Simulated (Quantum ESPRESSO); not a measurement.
## Ir under changes of volume

One of the cells (14.059 Å³/atom); the others are scaled copies at fixed shape and fractional positions:

```
Ir
1.0
     0.00000    1.91560    1.91560
     1.91560    0.00000    1.91560
     1.91560    1.91560    0.00000
Ir
1
Direct
  0.00000 0.00000 0.00000
```

```yaml
Program: Quantum ESPRESSO 7.5
Functional: LDA
Potentials_or_basis: GBRV 1.5 LDA
Cutoff: 612 eV
Density_cutoff: 4898 eV
k_mesh: 12 × 12 × 12
Occupations: fermi-dirac, width 0.05 eV
Spin: no spin polarisation
```

```csv
volume (Å³/atom),energy over the lowest point (meV/atom),pressure (GPa)
13.215,38.71,20.8
13.496,10.93,10.7
13.778,0.00,1.7
14.059,3.96,-6.3
14.340,21.14,-13.4
14.621,49.93,-19.6
14.902,?,?
```

Task: What does the run at 14.902 Å³/atom give?

Result: Energy over the lowest point 89.02 meV/atom; pressure -25.1 GPa.

Worked out: A Birch-Murnaghan fit of order 3 (a polynomial in V^(-2/3)) to the other rows has its minimum at 13.84 Å³/atom with B0 = V·E''(V) = 406 GPa and B' = 5.0. It gives 89.03 meV/atom at 14.902 Å³/atom, against the run's 89.02, and -dE/dV = -25.0 GPa, against -25.1.

Energies are extrapolated to zero smearing.
